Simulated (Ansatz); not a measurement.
The system is HfC.

```
CELL_PARAMETERS angstrom
0.00000 2.32500 2.32500
2.32500 0.00000 2.32500
2.32500 2.32500 0.00000
ATOMIC_POSITIONS crystal
Hf 0.50000 0.50000 0.50000
C 0.00000 0.00000 0.00000
```

Program: Ansatz 0.2.0. Alike in all runs: potentials or basis Ansatz PAW; cell as given.

Q: Order these runs on this cell by their pressure, lowest first.
A. level RPBE+D3(BJ); spin SOC, no magnetisation; k mesh 10 × 10 × 10; cutoff (eV) 420; smearing methfessel-paxton 0.1 eV; points for each segment of the path 14; mesh quality not flagged
B. level PBE; spin off; k mesh 10 × 10 × 10; cutoff (eV) 420; smearing fermi-dirac 0.05 eV; points for each segment of the path 14; mesh quality not flagged
C. level PBEsol; spin off; k mesh 6 × 6 × 6; cutoff (eV) 420; smearing fermi-dirac 0.05 eV; mesh quality coarse
D. level revPBE; spin off; k mesh 10 × 10 × 10; cutoff (eV) 420; smearing fermi-dirac 0.05 eV; points for each segment of the path 14; mesh quality not flagged
E. level r2SCAN; spin off; k mesh 10 × 10 × 10; cutoff (eV) 500; smearing fermi-dirac 0.05 eV; points for each segment of the path 14; mesh quality not flagged

A: A (-27.9 GPa), C (-6.4 GPa), E (-1.4 GPa), B (0.2 GPa), D (3.2 GPa).

Caveats: some runs use coarse meshes; the PAW data sets come from PBE, with cores solved anew for the run's functional, which leaves a small shift of forces and pressure (some runs); the potentials were made for another functional, which shifts forces and pressure (some runs); so large a pressure means that the cell lies far from this level's equilibrium, or that cutoff or potentials fall short (some runs); pairwise dispersion overbinds metals, which lowers pressure and volume (some runs).

Not every run made on this cell is shown here.
